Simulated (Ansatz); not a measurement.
**Property card for SnSe**

Level of theory: DFT PBE, scalar-relativistic, plane waves, PAW in Ansatz 0.2.0.

Cutoff 420 eV; k points 6×4×4 on the computed 8-atom cell (Γ-centred); Gaussian smearing, width 0.02 eV; no spin polarisation.

The structure is relaxed at this level of theory with its symmetry kept, and needn't be the ground state of this composition.

Space group P1 (No. 1), triclinic, a = 6.163 Å, b = 7.139 Å, c = 7.154 Å, α = 79.8°, β = 64.7°, γ = 64.7°. Sn on its first site has 3 Se at 2.77–2.88 Å and 2 Se at 3.28–3.43 Å; Sn on its second site has 3 Se at 2.77–2.88 Å and 2 Se at 3.28–3.43 Å; around Sn on its third site lie 3 Se at 2.77–2.88 Å and 2 Se at 3.28–3.42 Å; around Sn on its fourth site lie 3 Se at 2.77–2.89 Å and 2 Se at 3.28–3.42 Å; around Se on its first site lie 3 Sn at 2.77–2.88 Å and 2 Sn at 3.28–3.42 Å; Se on its second site is surrounded by 3 Sn at 2.77–2.89 Å and 2 Sn at 3.28–3.42 Å; 2 more sites not described.

| Quantity | Value |
| --- | --- |
| Volume per atom | 32.16 Å³ |
| Formation energy from the elements' standard states (uncorrected) | -0.391 eV/atom |
| Kohn–Sham band gap | 1.00 eV |
| Orbital (Löwdin) character of the top 1 eV of the valence band | Se 4p 61 %, Sn 5p 20 %, Sn 5s 17 % |
| Orbital (Löwdin) character of the lowest 1 eV of the conduction band | Sn 5p 71 %, Se 4p 14 % |
| Bader charge by site (e) | Sn (1 in the cell) 0.82, Sn (1 in the cell) 0.82, Sn (1 in the cell) 0.82, Sn (1 in the cell) 0.82, Se (1 in the cell) -0.82, Se (1 in the cell) -0.82, Se (1 in the cell) -0.82, Se (1 in the cell) -0.82 |

The cell holds layers, chains or molecules and no dispersion correction was added, so their binding is poorly described.

The cell was found from a structure generator's guess, not taken from experiment. Kohn–Sham gaps at this level usually fall short of measured ones. Löwdin shares on free-atom orbitals overweight diffuse shells in the empty bands.
